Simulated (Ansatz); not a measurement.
Two Ansatz runs on Sn

Structure from Materials Project entry mp-117 (possibly hypothetical), not relaxed further. The listed cell was then made from it by scaling, straining or moving an atom.

First run: DFT, r2SCAN, PAW with Ansatz's default frozen-core files, scalar-relativistic (Ansatz 0.2.0).

Command: `ansatz run input.yaml --threads 1 --pin off --max-ram 2048MiB --backend cpu --events-out ev --progress --plain --runs-dir out` The run took 10 s on 1 thread of Arm Neoverse V1, on a shared host.

```yaml
crystal:
  lattice:
    - [0.0, 3.3388488159, 3.3388488159]
    - [3.3388488159, 0.0, 3.3388488159]
    - [3.3388488159, 3.3388488159, 0.0]
  atoms:
    - { symbol: Sn, position: [0.5, 0.5, 0.5] }
    - { symbol: Sn, position: [0.75, 0.75, 0.75] }
kpoints:
  mp_grid: { grid: [9, 9, 9] }
scf:
  occupations: { method: fermi_dirac, width: 0.08 }
hamiltonian:
  xc: r2scan
  pseudopotentials: { kind: paw }
output:
  forces: true
  stress: true
  eigenvalues: true
  efg: { contact_densities: true }
  write_density: true
  write_potential: true
  elf: true
  volumetric_format: npy
```

Result: converged; pressure -1.88 GPa; no gap on the k mesh; 7 SCF iterations.

Spin–orbit coupling is left out, though it moves levels of the heavy atoms by tenths of an eV or more.

The input is then changed:

```diff
@@ -5,10 +5,10 @@
     - [3.3388488159, 3.3388488159, 0.0]
   atoms:
-    - { symbol: Sn, position: [0.5, 0.5, 0.5] }
-    - { symbol: Sn, position: [0.75, 0.75, 0.75] }
+    - { symbol: Sn, position: [0.5, 0.5, 0.5], spin: 3.0 }
+    - { symbol: Sn, position: [0.75, 0.75, 0.75], spin: 1.0 }
 kpoints:
-  mp_grid: { grid: [9, 9, 9] }
+  mp_grid: { grid: [6, 6, 6] }
 scf:
-  occupations: { method: fermi_dirac, width: 0.08 }
+  occupations: { method: tetrahedron }
 hamiltonian:
   xc: r2scan
@@ -19,7 +19,5 @@
   eigenvalues: true
   efg: { contact_densities: true }
-  write_density: true
-  write_potential: true
-  elf: true
-  volumetric_format: npy
+magnetization:
+  spin_polarized: true
```

(1) What does the second run give?

## Answers

(1) It converged; pressure -1.90 GPa; moment 0.00 μB; 17 SCF iterations. Some of these settings are too coarse for converged properties.
